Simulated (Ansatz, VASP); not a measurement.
## CuI: VASP beside Ansatz

```
Cu I
1.0
     3.62117   -3.59975    0.00000
     3.62117    3.59975    0.00000
     0.00000    0.00000    4.30700
Cu I
2 2
Cartesian
  3.6212 0.5728 3.2302
  3.6212 -0.5728 1.0767
  3.6212 -1.9442 3.2302
  3.6212 1.9442 1.0767
```

Change from the starting cell: equal xx and yy strain of -3 %.

Alike in both runs: task single point; functional PBE; k mesh 5 × 5 × 6; occupations fermi-dirac, width 0.02 eV; no spin polarisation.

|  | VASP | Ansatz |
| --- | --- | --- |
| version | VASP 6.6.1 | Ansatz 0.2.0 |
| potentials or method | VASP PAW PBE potentials, release 64 (Cu, I), cutoff 520 eV | all-electron LAPW, scalar-relativistic |

|  | VASP | Ansatz | Ansatz less VASP |
| --- | --- | --- | --- |
| gap on the k mesh at the Fermi level (eV) | 1.16 | 1.14 | -0.017 |
| pressure (GPa) | 3.7 | 3.6 | -0.12 |
| largest component of the traceless stress (GPa) | 2.26 | 2.20 | -0.059 |
| rms of the force components (eV/Å) | 0.322 | 0.316 | -0.0052 |

Atom by atom the forces differ by 0.007 eV/Å (rms over components). Ansatz ran all-electron here, so the differences hold the error of VASP's frozen core and of both bases.

Caveats: spin-orbit coupling is left out, which moves the levels of the heavy elements; an odd mesh through Γ misses points on the zone boundary, where band edges often lie.
